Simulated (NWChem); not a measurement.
# M06-2X/cc-pVDZ run of C2H6O2 (ethylene glycol), part 2 of 2

NWChem 7.3.0.

## Step 3: The doublet cation, same level

Input file c2h6o2.xyz:

```xyz
10
C2H6O2 M06-2X
O     -1.732000     0.054800    -0.233100
C     -0.380800     0.456800    -0.281400
C      0.425300    -0.548600     0.513500
O      1.797400    -0.224600     0.528400
H     -2.268700     0.718300    -0.670600
H     -0.233000     1.454800     0.151200
H     -0.009800     0.482600    -1.318200
H      0.244000    -1.555600     0.116200
H      0.091100    -0.540900     1.552900
H      2.149700    -0.348800    -0.356200
```

Input file c2h6o2.nw:

```
start c2h6o2
title "C2H6O2 M06-2X"
memory 2200 mb
charge 1
geometry noautosym nocenter noautoz
   load format xyz c2h6o2.xyz
end
basis spherical bse
   * library cc-pVDZ
end
dft
   xc m06-2x
   mult 2
   grid coarse
   convergence energy 1e-08
   iterations 100
   mulliken
   print low
end
task dft energy
```

Run with:

```bash
$ nwchem c2h6o2.nw > c2h6o2.out
```

Standard output:

```text
Northwest Computational Chemistry Package (NWChem) 7.3.0
             --------------------------------------------------------

           Job information
           ---------------

    nwchem branch   = 7.3.0
    use scalapack   = T
    input           = c2h6o2.nw
    prefix          = c2h6o2.
    data base       = ./c2h6o2.db
    status          = startup
    nproc           =        1

           Memory information
           ------------------

    heap     =     72089598 doubles =      550.0 Mbytes
    stack    =     72089595 doubles =      550.0 Mbytes
    global   =    144179200 doubles =     1100.0 Mbytes (distinct from heap & stack)
    total    =    288358393 doubles =     2200.0 Mbytes
    verify   = yes
    hardfail = no

           Directory information
           ---------------------

  0 permanent = .
  0 scratch   = .

                                NWChem Input Module
                                -------------------

                                   C2H6O2 M06-2X
                                   -------------

 Scaling coordinates for geometry "geometry" by  1.889725989
 (inverse scale =  0.529177249)

                             Geometry "geometry" -> ""
                             -------------------------

 Output coordinates in angstroms (scale by  1.889725989 to convert to a.u.)

  No.       Tag          Charge          X              Y              Z
 ---- ---------------- ---------- -------------- -------------- --------------
    1 O                    8.0000    -1.73200000     0.05480000    -0.23310000
    2 C                    6.0000    -0.38080000     0.45680000    -0.28140000
    3 C                    6.0000     0.42530000    -0.54860000     0.51350000
    4 O                    8.0000     1.79740000    -0.22460000     0.52840000
    5 H                    1.0000    -2.26870000     0.71830000    -0.67060000
    6 H                    1.0000    -0.23300000     1.45480000     0.15120000
    7 H                    1.0000    -0.00980000     0.48260000    -1.31820000
    8 H                    1.0000     0.24400000    -1.55560000     0.11620000
    9 H                    1.0000     0.09110000    -0.54090000     1.55290000
   10 H                    1.0000     2.14970000    -0.34880000    -0.35620000

      Atomic Mass
      -----------

      O                 15.994910
      C                 12.000000
      H                  1.007825

 Effective nuclear repulsion energy (a.u.)     130.7136789049

            Nuclear Dipole moment (a.u.)
            ----------------------------
        X                 Y               Z
 ---------------- ---------------- ----------------
     1.4428057923    -3.2102665094     6.1043818609

            XYZ format geometry
            -------------------
    10
 geometry
 O                    -1.73200000     0.05480000    -0.23310000
 C                    -0.38080000     0.45680000    -0.28140000
 C                     0.42530000    -0.54860000     0.51350000
 O                     1.79740000    -0.22460000     0.52840000
 H                    -2.26870000     0.71830000    -0.67060000
 H                    -0.23300000     1.45480000     0.15120000
 H                    -0.00980000     0.48260000    -1.31820000
 H                     0.24400000    -1.55560000     0.11620000
 H                     0.09110000    -0.54090000     1.55290000
 H                     2.14970000    -0.34880000    -0.35620000

 ==============================================================================
                                internuclear distances
 ------------------------------------------------------------------------------
       center one      |      center two      | atomic units |  angstroms
 ------------------------------------------------------------------------------
    2 C                |   1 O                |     2.66557  |     1.41056
    3 C                |   2 C                |     2.86123  |     1.51410
    4 O                |   3 C                |     2.66435  |     1.40991
    5 H                |   1 O                |     1.81225  |     0.95900
    6 H                |   2 C                |     2.07439  |     1.09772
    7 H                |   2 C                |     2.08150  |     1.10148
    8 H                |   3 C                |     2.07420  |     1.09762
    9 H                |   3 C                |     2.06327  |     1.09183
   10 H                |   4 O                |     1.81459  |     0.96024
 ------------------------------------------------------------------------------
                         number of included internuclear distances:          9
 ==============================================================================

 ==============================================================================
                                 internuclear angles
 ------------------------------------------------------------------------------
        center 1       |       center 2       |       center 3       |  degrees
 ------------------------------------------------------------------------------
    2 C                |   1 O                |   5 H                |   108.86
    1 O                |   2 C                |   3 C                |   107.62
    1 O                |   2 C                |   6 H                |   112.00
    1 O                |   2 C                |   7 H                |   111.20
    3 C                |   2 C                |   6 H                |   108.97
    3 C                |   2 C                |   7 H                |   109.29
    6 H                |   2 C                |   7 H                |   107.72
    2 C                |   3 C                |   4 O                |   111.78
    2 C                |   3 C                |   8 H                |   109.34
    2 C                |   3 C                |   9 H                |   109.40
    4 O                |   3 C                |   8 H                |   112.05
    4 O                |   3 C                |   9 H                |   106.63
    8 H                |   3 C                |   9 H                |   107.49
    3 C                |   4 O                |  10 H                |   108.52
 ------------------------------------------------------------------------------
                            number of included internuclear angles:         14
 ==============================================================================

 Summary of "ao basis" -> "" (spherical)
 ------------------------------------------------------------------------------
       Tag                 Description            Shells   Functions and Types
 ---------------- ------------------------------  ------  ---------------------
 *                          cc-pVDZ                   on all atoms

                                 NWChem DFT Module
                                 -----------------

                                   C2H6O2 M06-2X

                      Basis "ao basis" -> "ao basis" (spherical)
                      -----
  [basis functions not shown]

 Summary of "ao basis" -> "ao basis" (spherical)
 ------------------------------------------------------------------------------
       Tag                 Description            Shells   Functions and Types
 ---------------- ------------------------------  ------  ---------------------
 O                          cc-pVDZ                  6       14   3s2p1d
 C                          cc-pVDZ                  6       14   3s2p1d
 H                          cc-pVDZ                  3        5   2s1p

  Caching 1-el integrals
   Time after variat. SCF:      0.4

     ---------------------------------------------
      Total Density - Mulliken Population Analysis
     ---------------------------------------------

    Atom       Charge   Shell Charges
 -----------   ------   -------------------------------------------------------
    1 O    8     8.50   2.00  0.92  0.83  3.15  1.59  0.01
    2 C    6     5.86   2.00  0.77  0.42  1.88  0.69  0.10
    3 C    6     5.94   2.00  0.77  0.42  1.94  0.70  0.10
    4 O    8     8.61   2.00  0.92  0.84  3.22  1.62  0.01
    5 H    1     0.61   0.50  0.05  0.07
    6 H    1     0.69   0.55  0.10  0.03
    7 H    1     0.70   0.56  0.11  0.03
    8 H    1     0.72   0.58  0.11  0.03
    9 H    1     0.74   0.60  0.11  0.03
   10 H    1     0.62   0.50  0.05  0.07

     --------------------------------------------
      Spin Density - Mulliken Population Analysis
     --------------------------------------------

    Atom       Charge   Shell Charges
 -----------   ------   -------------------------------------------------------
    1 O    8     0.17  -0.00  0.00  0.00  0.12  0.05  0.00
    2 C    6     0.21   0.00  0.00 -0.00  0.16  0.04  0.01
    3 C    6     0.14  -0.00  0.00  0.00  0.11  0.02  0.01
    4 O    8     0.04   0.00  0.00  0.00  0.03  0.01  0.00
    5 H    1     0.00   0.00 -0.00  0.00
    6 H    1     0.14   0.11  0.03  0.00
    7 H    1     0.12   0.10  0.02  0.00
    8 H    1     0.10   0.08  0.02  0.00
    9 H    1     0.08   0.06  0.01  0.00
   10 H    1     0.01   0.01  0.00  0.00
   Time prior to 1st pass:      0.4

           Memory utilization after 1st SCF pass:
           Heap Space remaining (MW):       38.04            38044150
          Stack Space remaining (MW):       72.09            72088540

   convergence    iter        energy       DeltaE   RMS-Dens  Diis-err    time
 ---------------- ----- ----------------- --------- --------- ---------  ------
 d= 0,ls=0.0,diis     1   -229.5743469710 -3.60D+02  7.94D-03  4.31D-01     2.1
                                                     9.52D-03  4.44D-01
 d= 0,ls=0.0,diis     2   -229.4966122024  7.77D-02  4.66D-03  7.62D-01     3.7
                                                     5.27D-03  6.63D-01
 d= 0,ls=0.0,diis     3   -229.7597219309 -2.63D-01  9.12D-04  9.85D-03     5.3
                                                     1.74D-03  1.01D-02
 d= 0,ls=0.0,diis     4   -229.7616656869 -1.94D-03  4.61D-04  1.03D-02     6.9
                                                     1.05D-03  1.05D-02
 d= 0,ls=0.0,diis     5   -229.7659915376 -4.33D-03  2.30D-04  1.56D-03     8.6
                                                     5.09D-04  1.04D-03
  Resetting Diis
 d= 0,ls=0.0,diis     6   -229.7671322727 -1.14D-03  1.87D-04  2.43D-04    10.3
                                                     6.46D-04  2.02D-04
 d= 0,ls=0.0,diis     7   -229.7680096979 -8.77D-04  1.53D-04  1.37D-04    12.1
                                                     3.71D-04  1.45D-04
 d= 0,ls=0.0,diis     8   -229.7683977067 -3.88D-04  4.59D-05  6.84D-05    13.8
                                                     3.14D-04  1.68D-04
 d= 0,ls=0.0,diis     9   -229.7686060826 -2.08D-04  7.21D-05  2.06D-04    15.5
                                                     2.54D-04  1.76D-04
 d= 0,ls=0.0,diis    10   -229.7688435070 -2.37D-04  2.77D-04  1.66D-04    17.2
                                                     1.04D-03  1.32D-04
 d= 0,ls=0.0,diis    11   -229.7695220241 -6.79D-04  1.20D-04  3.21D-04    18.9
                                                     2.45D-04  2.10D-04
 d= 0,ls=0.0,diis    12   -229.7697063008 -1.84D-04  5.81D-04  1.93D-04    20.7
                                                     1.40D-03  1.23D-04
 d= 0,ls=0.0,diis    13   -229.7703361127 -6.30D-04  1.94D-04  2.79D-05    22.4
                                                     4.86D-04  1.94D-05
 d= 0,ls=0.0,diis    14   -229.7704584352 -1.22D-04  2.19D-04  1.53D-05    24.1
                                                     5.75D-04  1.16D-05
 d= 0,ls=0.0,diis    15   -229.7705545715 -9.61D-05  2.23D-04  1.20D-05    25.8
                                                     5.32D-04  9.41D-06
 d= 0,ls=0.0,diis    16   -229.7706032877 -4.87D-05  5.26D-05  2.31D-07    27.6
                                                     1.68D-04  6.32D-07
 d= 0,ls=0.0,diis    17   -229.7706102134 -6.93D-06  6.36D-05  6.05D-07    29.3
                                                     1.60D-04  5.31D-07
 d= 0,ls=0.0,diis    18   -229.7706135389 -3.33D-06  2.64D-05  3.33D-08    31.0
                                                     7.23D-05  6.50D-08
 d= 0,ls=0.0,diis    19   -229.7706140642 -5.25D-07  1.46D-06  3.30D-08    32.7
                                                     9.43D-06  4.09D-08
 d= 0,ls=0.0,diis    20   -229.7706141045 -4.02D-08  1.06D-05  4.14D-08    34.5
                                                     2.42D-05  2.88D-08
 d= 0,ls=0.0,diis    21   -229.7706141323 -2.78D-08  1.68D-06  1.19D-08    36.2
                                                     3.54D-06  1.14D-08
 d= 0,ls=0.0,diis    22   -229.7706141414 -9.13D-09  5.72D-07  3.03D-10    37.9
                                                     1.40D-06  2.62D-10

         Total DFT energy =     -229.770614141382
      One electron energy =     -563.613937964428
           Coulomb energy =      232.944787749482
    Exchange-Corr. energy =      -29.815142831383
 Nuclear repulsion energy =      130.713678904946

 Numeric. integr. density =       32.999981119074

     Total iterative time =     37.5s

     ---------------------------------------------
      Total Density - Mulliken Population Analysis
     ---------------------------------------------

    Atom       Charge   Shell Charges
 -----------   ------   -------------------------------------------------------
    1 O    8     8.16   2.00  0.85  0.87  2.83  1.61  0.01
    2 C    6     5.93   2.01  0.69  0.39  2.04  0.70  0.11
    3 C    6     5.94   2.01  0.69  0.39  2.05  0.69  0.10
    4 O    8     8.02   2.00  0.87  0.88  2.78  1.47  0.01
    5 H    1     0.78   0.66  0.04  0.08
    6 H    1     0.83   0.71  0.09  0.03
    7 H    1     0.89   0.74  0.13  0.03
    8 H    1     0.81   0.70  0.08  0.03
    9 H    1     0.86   0.74  0.09  0.03
   10 H    1     0.78   0.66  0.03  0.08

     --------------------------------------------
      Spin Density - Mulliken Population Analysis
     --------------------------------------------

    Atom       Charge   Shell Charges
 -----------   ------   -------------------------------------------------------
    1 O    8     0.19   0.00  0.01  0.00  0.14  0.04 -0.00
    2 C    6     0.10  -0.00  0.01 -0.01  0.10 -0.01  0.01
    3 C    6     0.03  -0.00 -0.00 -0.01  0.05 -0.02  0.01
    4 O    8     0.48   0.00  0.01  0.00  0.35  0.12 -0.00
    5 H    1     0.00   0.00 -0.00  0.00
    6 H    1     0.09   0.07  0.02  0.00
    7 H    1     0.01   0.01 -0.00  0.00
    8 H    1     0.11   0.09  0.02  0.00
    9 H    1    -0.00  -0.00 -0.00  0.00
   10 H    1    -0.01  -0.01 -0.00  0.00

     -------------------------------------------
      Total Density - Lowdin Population Analysis
     -------------------------------------------

    Atom       Charge   Shell Charges
 -----------   ------   -------------------------------------------------------
    1 O    8     7.89   1.91  0.81  0.67  2.66  1.82  0.02
    2 C    6     5.97   1.88  0.57  0.37  1.83  1.05  0.28
    3 C    6     5.96   1.88  0.57  0.37  1.84  1.04  0.26
    4 O    8     7.72   1.91  0.83  0.67  2.60  1.68  0.03
    5 H    1     0.90   0.54  0.16  0.21
    6 H    1     0.90   0.59  0.22  0.08
    7 H    1     0.94   0.62  0.25  0.08
    8 H    1     0.89   0.58  0.22  0.08
    9 H    1     0.93   0.62  0.23  0.08
   10 H    1     0.90   0.54  0.15  0.20

     ------------------------------------------
      Spin Density - Lowdin Population Analysis
     ------------------------------------------

    Atom       Charge   Shell Charges
 -----------   ------   -------------------------------------------------------
    1 O    8     0.18   0.00  0.01  0.00  0.13  0.04  0.00
    2 C    6     0.12  -0.00  0.01 -0.00  0.10  0.01  0.02
    3 C    6     0.08  -0.00 -0.00 -0.00  0.06 -0.00  0.03
    4 O    8     0.45   0.00  0.01 -0.00  0.34  0.11 -0.00
    5 H    1     0.01   0.00 -0.00  0.00
    6 H    1     0.06   0.05  0.01 -0.00
    7 H    1     0.01   0.01 -0.00  0.00
    8 H    1     0.08   0.07  0.01 -0.00
    9 H    1     0.00  -0.00 -0.00  0.00
   10 H    1     0.00  -0.01 -0.00  0.01

     --------------------------
     Expectation value of S2:
     --------------------------
      <S2> =      0.7558 (Exact =     0.7500)

 Task  times  cpu:       37.9s     wall:       37.9s
 Total times  cpu:       37.9s     wall:       37.9s
```

Wall time 39 s (1 thread of Intel Xeon Platinum 8488C (Sapphire Rapids), shared host); peak memory 0.11 GiB.

## Step 4: Outcome

What follows sums up all 2 parts.

Level: M06-2X/cc-pVDZ.

| quantity | value |
| --- | --- |
| singlet C2H6O2: total energy | -230.15931 Eh |
| doublet cation: total energy | -229.77061 Eh |
| doublet cation: ⟨S²⟩ | 0.756 |
| vertical ionisation energy (to the doublet cation) | 10.577 eV |

In words: Removing an electron at fixed nuclei costs 10.58 eV (244 kcal/mol).
